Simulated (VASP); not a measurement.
Here is a VASP 6.6.1 calculation.

The input INCAR:

```
PREC = Accurate
ENCUT = 520
EDIFF = 1E-6
ISMEAR = 0
SIGMA = 0.05
LREAL = F
LASPH = T
NELM = 100
ALGO = Fast
ISIF = 2
LWAVE = F
LCHARG = T
LDIPOL = T
IDIPOL = 3
DIPOL = 0.5 0.5 0.500
GGA = PE
LELF = T
LVHAR = T
LVACPOTAV = T
```

Contents of KPOINTS:

```
Automatic mesh
0
Gamma
  9 9 1
```

File POSCAR:

```
WSe
1.0
    3.3179375931      0.0000000000      0.0000000000
   -1.6589687965      2.8734182438      0.0000000000
    0.0000000000      0.0000000000     31.6581424200
W Se
2 2
Direct
    0.0000000000      0.0000000000      0.2369058772
    0.0000000000      0.0000000000      0.7630941228
    0.3333333300      0.6666666600      0.2894123711
    0.3333333300      0.6666666600      0.7105876289
```

Potentials or basis: VASP PAW PBE potentials, release 64 (W_sv, Se).

Command:

```console
$ cat potpaw_PBE.64/W_sv/POTCAR potpaw_PBE.64/Se/POTCAR > POTCAR
$ mpirun -np 1 vasp_std > vasp.out
```

What does it give for the ionisation potential of the upper face?

4.78 eV.

Predict the largest force.

0.408 eV/Å.

Predict the band gap on the k mesh.

0.35 eV, indirect (least direct gap 0.77 eV).

Forces in eV/Å, atoms in the order of the input:
```
W    0.000  0.000  0.407
W    0.000  0.000 -0.407
Se   0.000  0.000 -0.408
Se   0.000  0.000  0.408
```

Caveat: spin-orbit coupling is left out, which moves the levels of the heavy elements.
